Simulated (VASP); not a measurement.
# Hf (P6/mmm) in VASP: equation of state, part 2 of 2

VASP 6.6.1.

## (3) Equation of state, PBEsol, 21.06 Å³/atom (volume scaled by 0.96)

INCAR reads:

```
  ALGO = Normal
  EDIFF = 1E-7
  ENCUT = 520
  GGA = PS
  ISIF = 2
  ISMEAR = -1
  LASPH = True
  LCHARG = False
  LREAL = False
  LWAVE = False
  NBANDS = 22
  NELM = 80
  PREC = Accurate
  SIGMA = 0.05
```

KPOINTS reads:

```
k-points
0
Gamma
  6 6 9
```

POSCAR reads:

```
Hf
1.0
    4.8952628153      0.0000000000      0.0000000000
   -2.4476314076      4.2394219562      0.0000000000
    0.0000000000      0.0000000000      3.0445212957
Hf
3
Direct
    0.0000000000      0.0000000000      0.0000000000
    0.3333333333      0.6666666667      0.5000000000
    0.6666666667      0.3333333333      0.5000000000
```

Potentials or basis: VASP PAW PBE potentials, release 64 (Hf_pv).

Command:

```
> cat potpaw_PBE.64/Hf_pv/POTCAR > POTCAR
> mpirun -np 1 vasp_std > vasp.out
```

OUTCAR:

```text
EDIFF = 1E-7
   ENCUT = 520
   GGA = PS
   ISIF = 2
   ISMEAR = -1
   LASPH = True
   LREAL = False
   NELM = 80
   PREC = Accurate

 Found     35 irreducible k-points:

 Following reciprocal coordinates:
            Coordinates               Weight
  0.000000  0.000000  0.000000      1.000000
  0.166667 -0.000000  0.000000      6.000000
  0.333333 -0.000000  0.000000      6.000000
  0.500000  0.000000  0.000000      3.000000
  0.166667  0.166667  0.000000      6.000000
  0.333333  0.166667  0.000000     12.000000
   k-points           NKPTS =     35   k-points in BZ     NKDIM =     35   number of bands    NBANDS=     22
   number of dos      NEDOS =    301   number of ions     NIONS =      3
   total plane-waves  NPLWV =  31104
   dimension x,y,z NGX =    36 NGY =   36 NGZ =   24
   dimension x,y,z NGXF=    72 NGYF=   72 NGZF=   48
   ions per type =               3
   NGX,Y,Z   is equivalent  to a cutoff of  12.23, 12.23, 13.11 a.u.
   NGXF,Y,Z  is equivalent  to a cutoff of  24.45, 24.45, 26.21 a.u.
 SYSTEM =  unknown system
   PREC   = accura    normal or accurate (medium, high low for compatibility)
   ISTART =      0    job   : 0-new  1-cont  2-samecut
   ICHARG =      2    charge: 1-file 2-atom 10-const
   ISPIN  =      1    spin polarized calculation?
   LNONCOLLINEAR =      F non collinear calculations
   LSORBIT =      F    spin-orbit coupling
   LASPH  =      T    aspherical Exc in radial PAW
   ENCUT  =  520.0 eV  38.22 Ry    6.18 a.u.   9.10  9.10  5.66*2*pi/ulx,y,z
   NELM   =     80;   NELMIN=  2; NELMDL= -5     # of ELM steps
   EDIFF  = 0.1E-06   stopping-criterion for ELM
   LREAL  =      F    real-space projection
   EDIFFG = 0.1E-05   stopping-criterion for IOM
   NSW    =      0    number of steps for IOM
   IBRION =     -1    ionic relax: 0-MD 1-quasi-New 2-CG
   NFREE  =      0    steps in history (QN), initial steepest desc. (CG)
   ISIF   =      2    stress and relaxation
   ISYM   =      2    0-nonsym 1-usesym 2-fastsym
   POTIM  = 0.5000    time-step for ionic-motion
   TEBEG  =    0.0;   TEEND  =   0.0 temperature during run
   PSTRESS=    0.0 pullay stress
   NELECT =      30.0000    total number of electrons
   NUPDOWN=      -1.0000    fix difference up-down
   EMIN   =  10.00;   EMAX   =-10.00  energy-range for DOS
   EFERMI =   0.00;   METHOD = LEGACY
   ISMEAR =    -1;   SIGMA  =   0.05  broadening in eV -4-tet -1-fermi 0-gaus
   EFERMI_NEDOS =   21; number of points for ismear=-14 and -15
   IALGO  =     38    algorithm
   IMIX   =      4    mixing-type and parameters
     AMIX     =   0.40;   BMIX     =  1.00
     AMIX_MAG =   1.60;   BMIX_MAG =  1.00
  volume/ion in A,a.u.               =      21.06       142.13
  Fermi-wavevector in a.u.,A,eV,Ry     =   1.277168  2.413498 22.193253  1.631158
  Thomas-Fermi vector in A             =   2.409783
   LORBIT       =      0    0 simple, 1 ext, 2 COOP (PROOUT), +10 PAW based schemes
   GGA     = PS    functional components
   LHFCALC =     F    Hartree Fock is set to
   AEXX    =    0.0000 exact exchange contribution
   IVDW    =     0    specifies the selected vdW correction
   LEPSILON=     F    determine dielectric tensor
   LRPA    =     F    only Hartree local field effects (RPA)
 non-spin polarized calculation
  energy-cutoff  :      520.00
  volume of cell :       63.18
 maximum number of plane-waves:      1728
   NGX = 19   NGY = 19   NGZ = 11

 number of electron      29.9999999 magnetization

 Free energy of the ion-electron system (eV)
  ---------------------------------------------------
  ext. energy  EPLUGINS =         0.00000000
  ---------------------------------------------------
  free energy    TOTEN  =       -31.41193479 eV

  energy without entropy =      -31.38777731  energy(sigma->0) =      -31.39985605

 E-fermi :   4.9780     XC(G=0): -11.6690

 val. band max:        4.9723868221   @ k =   0.3333   0.3333   0.2222
 cond. band min:       4.9997013688   @ k =   0.3333   0.3333   0.3333
 fundamental gap:      0.0273145468
 Fermi energy:         4.9779762420

 k-point     1 :       0.0000    0.0000    0.0000
  band No.  band energies     occupation
      1     -25.5806      2.00000
      2     -25.5806      2.00000
      3     -25.5741      2.00000
      4     -25.5741      2.00000
      5     -25.1171      2.00000
      6     -24.8515      2.00000
[... 14 lines left out ...]
     21       7.9537      0.00000
     22       7.9916      0.00000

 k-point     2 :       0.1667   -0.0000    0.0000
  band No.  band energies     occupation
      1     -25.7310      2.00000
      2     -25.6855      2.00000
      3     -25.4174      2.00000
      4     -25.3925      2.00000
      5     -25.1029      2.00000
      6     -24.8556      2.00000
[... 14 lines left out ...]
     21       7.5088      0.00000
     22       8.9138      0.00000

 k-point     3 :       0.3333   -0.0000    0.0000
  band No.  band energies     occupation
      1     -25.8403      2.00000
      2     -25.6514      2.00000
      3     -25.2953      2.00000
      4     -25.2944      2.00000
      5     -25.0717      2.00000
      6     -24.9192      2.00000
[... 14 lines left out ...]
     21       8.4587      0.00000
     22       9.3748      0.00000

 k-point     4 :       0.5000    0.0000    0.0000
  band No.  band energies     occupation
      1     -25.8798      2.00000
      2     -25.5389      2.00000
      3     -25.3929      2.00000
      4     -25.2476      2.00000
      5     -25.0540      2.00000
      6     -24.9395      2.00000
[... 14 lines left out ...]
     21       8.1479      0.00000
     22       9.5365      0.00000

 k-point     5 :       0.1667    0.1667    0.0000
  band No.  band energies     occupation
      1     -25.7677      2.00000
      2     -25.7313      2.00000
      3     -25.3547      2.00000
      4     -25.2534      2.00000
      5     -25.0802      2.00000
      6     -24.9016      2.00000
[... 14 lines left out ...]
     21       8.1375      0.00000
     22       9.7179      0.00000

 k-point     6 :       0.3333    0.1667    0.0000
  band No.  band energies     occupation
      1     -25.8111      2.00000
      2     -25.6351      2.00000
      3     -25.4388      2.00000
      4     -25.1560      2.00000
      5     -25.0554      2.00000
      6     -24.9781      2.00000
[... 14 lines left out ...]
     21       8.4058      0.00000
     22       9.1539      0.00000

 [... further k-points ...]

------------------------ aborting loop because EDIFF is reached ----------------------------------------

  FORCE on cell =-STRESS in cart. coord.  units (eV):
  Direction    XX          YY          ZZ          XY          YZ          ZX
  --------------------------------------------------------------------------------------
  -------------------------------------------------------------------------------------
  Total        0.5003339      0.5003339      0.8209779      0.0000000     -0.0000000      0.0000000
  in kB       12.6872890     12.6872890     20.8180653      0.0000000     -0.0000000      0.0000000
  external PRESSURE =      15.3975478 kB  Pullay stress =       0.0000000 kB

 VOLUME and BASIS-vectors are now :
 -----------------------------------------------------------------------------
  energy-cutoff  :      520.00
  volume of cell :       63.18
      direct lattice vectors                 reciprocal lattice vectors
     4.895262815  0.000000000  0.000000000     0.204279124  0.117940607  0.000000000
    -2.447631408  4.239421956  0.000000000     0.000000000  0.235881215  0.000000000
     0.000000000  0.000000000  3.044521296     0.000000000  0.000000000  0.328458862

 POSITION                                       TOTAL-FORCE (eV/Angst)
 -----------------------------------------------------------------------------------
      0.00000      0.00000      0.00000        -0.000000      0.000000     -0.000000
     -0.00000      2.82628      1.52226         0.000000     -0.000000      0.000000
      2.44763      1.41314      1.52226        -0.000000      0.000000     -0.000000
 -----------------------------------------------------------------------------------
    total drift:                                0.000000      0.000000     -0.000000

  FREE ENERGIE OF THE ION-ELECTRON SYSTEM (eV)
  ---------------------------------------------------
  free  energy   TOTEN  =       -31.4119347901 eV

  energy  without entropy=      -31.3877773099  energy(sigma->0) =      -31.39985605
```

OSZICAR:

```text
N       E                     dE             d eps       ncg     rms          rms(c)
DAV:   1     0.991082455211E+02    0.99108E+02   -0.16621E+04  1548   0.131E+03
DAV:   2    -0.267070081510E+02   -0.12582E+03   -0.11916E+03  1784   0.303E+02
DAV:   3    -0.324625877001E+02   -0.57556E+01   -0.54029E+01  2064   0.397E+01
DAV:   4    -0.325561834032E+02   -0.93596E-01   -0.93397E-01  1822   0.514E+00
DAV:   5    -0.325578114369E+02   -0.16280E-02   -0.16277E-02  2008   0.602E-01    0.823E+01
DAV:   6    -0.317149625750E+02    0.84285E+00   -0.73764E-01  1678   0.552E+00    0.483E+01
DAV:   7    -0.314268071037E+02    0.28816E+00   -0.12661E+00  1690   0.655E+00    0.258E+00
DAV:   8    -0.314163807408E+02    0.10426E-01   -0.85682E-02  1970   0.170E+00    0.198E+00
DAV:   9    -0.314119020270E+02    0.44787E-02   -0.21304E-02  1934   0.108E+00    0.638E-01
DAV:  10    -0.314119460671E+02   -0.44040E-04   -0.23736E-03  1892   0.306E-01    0.140E-01
DAV:  11    -0.314119347512E+02    0.11316E-04   -0.76447E-05  1970   0.643E-02    0.444E-02
DAV:  12    -0.314119356118E+02   -0.86063E-06   -0.11367E-05  2010   0.218E-02    0.300E-02
DAV:  13    -0.314119350171E+02    0.59470E-06   -0.13673E-06  1826   0.994E-03    0.102E-02
DAV:  14    -0.314119347346E+02    0.28254E-06   -0.30075E-07  1614   0.375E-03    0.386E-03
DAV:  15    -0.314119347901E+02   -0.55537E-07   -0.14518E-08  1070   0.112E-03
   1 F= -.31411935E+02 E0= -.31399856E+02  d E =-.241575E-01
```

stdout:

```text
POSCAR found type information on POSCAR Hf
 POSCAR found :  1 types and       3 ions
 scaLAPACK will be used
 -----------------------------------------------------------------------------
|                                                                             |
|                                                                             |
|     You enforced a specific xc type in the INCAR file but a different       |
|     I HOPE YOU KNOW WHAT YOU ARE DOING!                                     |
|                                                                             |
 -----------------------------------------------------------------------------

 LDA part: xc-table for (Slater+PW92), standard interpolation
 POSCAR, INCAR and KPOINTS ok, starting setup
 FFT: planning ... GRIDC
 FFT: planning ... GRID_SOFT
 FFT: planning ... GRID
 WAVECAR not read
 entering main loop
```

Run time: 37 s. Hardware: 1 thread of Intel Xeon Platinum 8488C (Sapphire Rapids), shared host; peak memory 0.19 GiB.

What came out:

| Item | Value |
| --- | --- |
| Free energy | -31.4119 eV |
| Pressure | 1.5 GPa |
| Band gap on the k mesh | none (metal or under the smearing width) |

Caveat: the PAW data sets were made with another functional, which shifts forces and pressure a little.

## (4) Equation of state, PBEsol, 21.50 Å³/atom (volume scaled by 0.98)

INCAR is that of step 3.

KPOINTS is that of step 3.

POSCAR reads:

```
Hf
1.0
    4.9290243154      0.0000000000      0.0000000000
   -2.4645121577      4.2686602729      0.0000000000
    0.0000000000      0.0000000000      3.0655186578
Hf
3
Direct
    0.0000000000      0.0000000000      0.0000000000
    0.3333333333      0.6666666667      0.5000000000
    0.6666666667      0.3333333333      0.5000000000
```

Command:

```
> cat potpaw_PBE.64/Hf_pv/POTCAR > POTCAR
> mpirun -np 1 vasp_std > vasp.out
```

Run time: 49 s. Hardware: 1 thread of Intel Xeon Platinum 8488C (Sapphire Rapids), shared host; peak memory 0.2 GiB.

The run converged. Its results:

```
Free energy            : -31.4148 eV
Pressure               : -0.9 GPa
Band gap on the k mesh : none (metal or under the smearing width)
```

Caveat: the PAW data sets were made with another functional, which shifts forces and pressure a little.

## (5) Equation of state, PBEsol, 22.38 Å³/atom (volume scaled by 1.02)

INCAR is that of step 4.

KPOINTS is that of step 4.

POSCAR reads:

```
Hf
1.0
    4.9951936113      0.0000000000      0.0000000000
   -2.4975968057      4.3259645642      0.0000000000
    0.0000000000      0.0000000000      3.1066714698
Hf
3
Direct
    0.0000000000      0.0000000000      0.0000000000
    0.3333333333      0.6666666667      0.5000000000
    0.6666666667      0.3333333333      0.5000000000
```

Command:

```
> cat potpaw_PBE.64/Hf_pv/POTCAR > POTCAR
> mpirun -np 1 vasp_std > vasp.out
```

Wall time 49 s (1 thread of Intel Xeon Platinum 8488C (Sapphire Rapids), shared host); peak memory 0.2 GiB.

It converged, with:

* Free energy: -31.3655 eV
* Pressure: -5.1 GPa
* Band gap on the k mesh: none (metal or under the smearing width)

Caveat: the PAW data sets were made with another functional, which shifts forces and pressure a little.

## (6) Equation of state, PBEsol, 22.82 Å³/atom (volume scaled by 1.04)

INCAR is that of step 5.

KPOINTS is that of step 5.

POSCAR reads:

```
Hf
1.0
    5.0276308424      0.0000000000      0.0000000000
   -2.5138154212      4.3540560303      0.0000000000
    0.0000000000      0.0000000000      3.1268452265
Hf
3
Direct
    0.0000000000      0.0000000000      0.0000000000
    0.3333333333      0.6666666667      0.5000000000
    0.6666666667      0.3333333333      0.5000000000
```

Potentials or basis: VASP PAW PBE potentials, release 64 (Hf_pv).

Command:

```
> cat potpaw_PBE.64/Hf_pv/POTCAR > POTCAR
> mpirun -np 1 vasp_std > vasp.out
```

Run time: 49 s. Hardware: 1 thread of Intel Xeon Platinum 8488C (Sapphire Rapids), shared host; peak memory 0.2 GiB.

Results (log left out):

```
Free energy            : -31.3165 eV
Pressure               : -6.9 GPa
Band gap on the k mesh : none (metal or under the smearing width)
```

Caveat: the PAW data sets were made with another functional, which shifts forces and pressure a little.

## (7) Equation of state, PBEsol, 23.25 Å³/atom (volume scaled by 1.06)

INCAR is that of step 6.

KPOINTS is that of step 6.

POSCAR reads:

```
Hf
1.0
    5.0596548321      0.0000000000      0.0000000000
   -2.5298274161      4.3817896190      0.0000000000
    0.0000000000      0.0000000000      3.1467619751
Hf
3
Direct
    0.0000000000      0.0000000000      0.0000000000
    0.3333333333      0.6666666667      0.5000000000
    0.6666666667      0.3333333333      0.5000000000
```

Command:

```
> cat potpaw_PBE.64/Hf_pv/POTCAR > POTCAR
> mpirun -np 1 vasp_std > vasp.out
```

Wall time 50 s (1 thread of Intel Xeon Platinum 8488C (Sapphire Rapids), shared host); peak memory 0.2 GiB.

Results (log left out):

| Item | Value |
| --- | --- |
| Free energy | -31.2531 eV |
| Pressure | -8.6 GPa |
| Band gap on the k mesh | none (metal or under the smearing width) |

Caveat: the PAW data sets were made with another functional, which shifts forces and pressure a little.

## (8) Equation of state, PBEsol

Potentials or basis: VASP PAW PBE potentials, release 64 (Hf_pv).

No new run: the results of the series are fitted here.

What came out:

- Equilibrium volume: 21.34 Å³/atom
- Bulk modulus at fixed shape and positions: 115 GPa
- Pressure derivative of the bulk modulus: 3.4

Energy against volume, from the lowest point:
```
volume (Å³/atom)  energy (meV/atom)
          20.622               8.78
          21.061               0.95
          21.500               0.00
          21.939               5.34
          22.377              16.43
          22.816              32.77
          23.255              53.90
```

Caveat: the cell was scaled at fixed shape and fractional positions, which overstates the stiffness of a crystal with free parameters, most of all of layers and chains; the PAW data sets were made with another functional, which shifts forces and pressure a little.
